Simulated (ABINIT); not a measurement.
The system is PbF2 (Fluorocronite).

```
Pb F
1.0
     0.00000    2.96366    2.96366
     2.96366    0.00000    2.96366
     2.96366    2.96366    0.00000
Pb F
1 2
Direct
  0.00000 0.00000 0.00000
  0.75000 0.75000 0.75000
  0.25000 0.25000 0.25000
```

Base run:

```yaml
Program: ABINIT 10.8.3 (patched build)
Functional: PBEsol
Potentials_or_basis: PseudoDojo NC SR PBEsol v0.4.1 standard
Cutoff: 1143 eV
k_mesh: 8 × 8 × 8
Occupations: fermi-dirac, width 0.05 eV
Spin: no spin polarisation
```

Its results: band gap on the k mesh 4.32 eV, indirect (least direct gap 4.47 eV); pressure -1.0 GPa.

Problem. The run is repeated on the same cell with these changes: potentials or basis from PseudoDojo NC SR PBEsol v0.4.1 standard to JTH PAW PBE v2.0 sp; cutoff from 1143 eV to 626 eV; valence electrons from 28 to 18. What comes out?

Solution. Band gap on the k mesh 4.27 eV, indirect (least direct gap 4.44 eV); pressure -2.2 GPa.

Caveats: spin-orbit coupling is left out, which as a rule narrows the gap of such compounds by several tenths of an eV; the PAW data sets were made with another functional, which shifts forces and pressure a little (some runs); this set keeps more shells in the core, which shifts pressures and gaps (some runs).

Not every run made on this cell is shown here.
